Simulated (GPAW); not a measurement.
Band structure of BeO (P6_3mc, 12 atoms in the cell).

```yaml
crystal:
  lattice:
    - [2.69354, 0.00000, 0.00000]
    - [-1.34677, 2.33267, 0.00000]
    - [0.00000, 0.00000, 13.21707]
  atoms:
    - { symbol: Be, position: [0.00000, 0.00000, 0.00000] }
    - { symbol: Be, position: [0.00000, 0.00000, 0.50000] }
    - { symbol: Be, position: [0.66667, 0.33333, 0.83325] }
    - { symbol: Be, position: [0.33333, 0.66667, 0.33325] }
    - { symbol: Be, position: [0.66667, 0.33333, 0.16650] }
    - { symbol: Be, position: [0.33333, 0.66667, 0.66650] }
    - { symbol: O, position: [0.00000, 0.00000, 0.87460] }
    - { symbol: O, position: [0.00000, 0.00000, 0.37460] }
    - { symbol: O, position: [0.66667, 0.33333, 0.70785] }
    - { symbol: O, position: [0.33333, 0.66667, 0.20785] }
    - { symbol: O, position: [0.66667, 0.33333, 0.04150] }
    - { symbol: O, position: [0.33333, 0.66667, 0.54150] }
```

Level of theory: PBE, GPAW PAW datasets PBE (gpaw-data 1.0.1) (plane waves; GPAW).

Settings: mode = pw; ecut = 950 eV; xc = PBE; kpts = 7 7 2; mesh shift (steps) = 0 0 0; occupations.name = methfessel-paxton; occupations.width = 0.272 eV; occupations.order = 0; nbands = -6; convergence.bands = -4; symmetry.symmorphic = false; symmetry.tolerance = 0.0005; maxiter = 150; bandpath_npoints = 50.

The starting cell was generated: these elements placed on a structure prototype, without a prior relaxation; it need not be a known phase or ordering of this composition. Its lattice was rescaled by a random factor within 2.5 % of one.

**Question.** Predict the gap along the standard path and the places of the band edges.

**Answer.** The gap along the path is 7.46 eV, from Γ to M; the smallest direct gap on it is 7.53 eV. Another conduction valley lies within 0.1 eV, so the order of the valleys is not sure.

Levels in eV from the top of the valence band on the SCF mesh, bands 21 to 28:
```
point     21     22     23     24    25    26     27     28
-----  -----  -----  -----  -----  ----  ----  -----  -----
Γ      -0.23  -0.01   0.00   0.00  7.53  8.67   8.79  10.60
M      -1.39  -1.36  -1.12  -0.89  7.46  7.95   9.44   9.73
K      -2.14  -1.69  -1.56  -1.56  9.91  9.91  10.26  10.73
A      -0.07  -0.07  -0.07  -0.07  7.89  7.89   9.72   9.72
L      -1.24  -1.24  -1.03  -1.03  7.66  7.66   9.67   9.67
H      -1.88  -1.88  -1.62  -1.62  9.94  9.94  10.48  10.48
```
